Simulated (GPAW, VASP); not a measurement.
This is a calculation of InPd for GPAW 26.7.0 (ASE script). The cell comes from a database or a generator and needn't be the stable form of this composition.

run.py

```python
from ase.dft.bandgap import bandgap
from ase.io import read, write
from ase.units import GPa
from gpaw import GPAW, PW

atoms = read('POSCAR')

calc = GPAW(mode=PW(600),
            xc='LDA',
            kpts={'size': (8, 8, 8), 'gamma': True},
            occupations={'name': 'methfessel-paxton', 'order': 0, 'width': 0.02},
            nbands=26,
            convergence={'density': 1e-05, 'energy': 1e-05},
            maxiter=150,
            txt='gpaw.txt')
atoms.calc = calc
energy = atoms.get_potential_energy()
forces = atoms.get_forces()
stress = atoms.get_stress()
calc.write('gs.gpw')
write('result.traj', atoms)
print(f'Energy: {energy:.6f} eV')
print('Forces (eV/A):')
print(forces.round(4))
print('Stress (GPa):', (stress / GPa).round(3))
print('Fermi level:', round(calc.get_fermi_level(), 4), 'eV')
print(f'Gap: {bandgap(calc)[0]:.4f} eV, direct: {bandgap(calc, direct=True)[0]:.4f} eV')
```

Contents of POSCAR:

```
InPd
1.0
    3.2718847800      0.0000000000      0.0000000000
    0.0000000000      3.2718847800      0.0000000000
    0.0000000000      0.0000000000      3.2718847800
In Pd
1 1
Direct
    0.0000000000      0.0000000000      0.0000000000
    0.5000000000      0.5000000000      0.5000000000
```

Potentials or basis: the program's PAW data sets (release 1.2.1) made for this functional, pw.

Command:

```bash
$ OMP_NUM_THREADS=1 python run.py
```

Set up the same calculation for VASP 6.6.1. Potentials or basis there: LDA PAW files In, Pd, 500 eV.

As run (cutoffs and basis follow the program's own potentials, and thresholds, step limits or extra output files can differ):

File INCAR:

```
PREC = Accurate
ENCUT = 500
EDIFF = 1E-6
ISMEAR = 0
SIGMA = 0.02
LREAL = F
LASPH = T
NELM = 80
ALGO = Normal
ISIF = 2
LWAVE = F
LCHARG = T
LELF = T
LVHAR = T
```

File KPOINTS:

```
regular mesh
0
Gamma
  8 8 8
```

POSCAR

```
InPd
3.2719
    0.999995348269      0.000000000000      0.000000000000
    0.000000000000      0.999995348269      0.000000000000
    0.000000000000      0.000000000000      0.999995348269
In Pd
1 1
Direct
    0.0000000000      0.0000000000      0.0000000000
    0.5000000000      0.5000000000      0.5000000000
```

Potentials or basis: VASP PAW LDA potentials, release 64 (In, Pd).

Run with:

```bash
$ cat potpaw_LDA.64/In/POTCAR potpaw_LDA.64/Pd/POTCAR > POTCAR
$ mpirun -np 1 vasp_std > vasp.out
```

Both were run:

|  | GPAW | VASP |
| --- | --- | --- |
| Pressure | -7.1 GPa | -6.9 GPa |

The potentials hold 29 and 13 valence electrons a cell.

The two programs' LDA may be different fits to the electron gas.

Pressure is positive in compression.
